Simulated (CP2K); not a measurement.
Mo:

```
Mo
1.0
     2.74324    0.00000    0.00000
    -0.91441    2.58635    0.00000
    -0.91441   -1.29317    2.23984
Mo
1
Direct
  0.00000 0.00000 0.00000
```

* Program: CP2K 2026.2
* Task: single point
* Functional: PBE
* Potentials or basis: POTENTIAL_UZH Mo GTH-PBE-q14; TZVP-MOLOPT-PBE-GTH basis
* Density cutoff: 6123 eV
* k mesh: 12 × 12 × 12
* Occupations: fermi-dirac, width 0.05 eV
* Spin: no spin polarisation

On this cell: pressure 0.1 GPa; band gap on the k mesh none (metal or under the smearing width).

The same run follows on a disturbed copy (cell strained at random at fixed volume):

```
Mo
1.0
     2.75410    0.00000    0.00000
    -0.93076    2.55545    0.00000
    -0.91535   -1.19323    2.25798
Mo
1
Direct
  0.99511 0.97150 0.97202
```

Task: What does the disturbed cell give?

Result: The energy (extrapolated to zero smearing) moves by +12.8 meV/atom; pressure 0.4 GPa; band gap on the k mesh none (metal or under the smearing width).

Stress tensor (GPa, compression positive):
```
-0.36  1.36  1.22
 1.36  3.29 -4.86
 1.22 -4.86 -1.87
```

Caveats: the basis of atomic orbitals isn't converged, which shifts pressures, moduli and gaps.
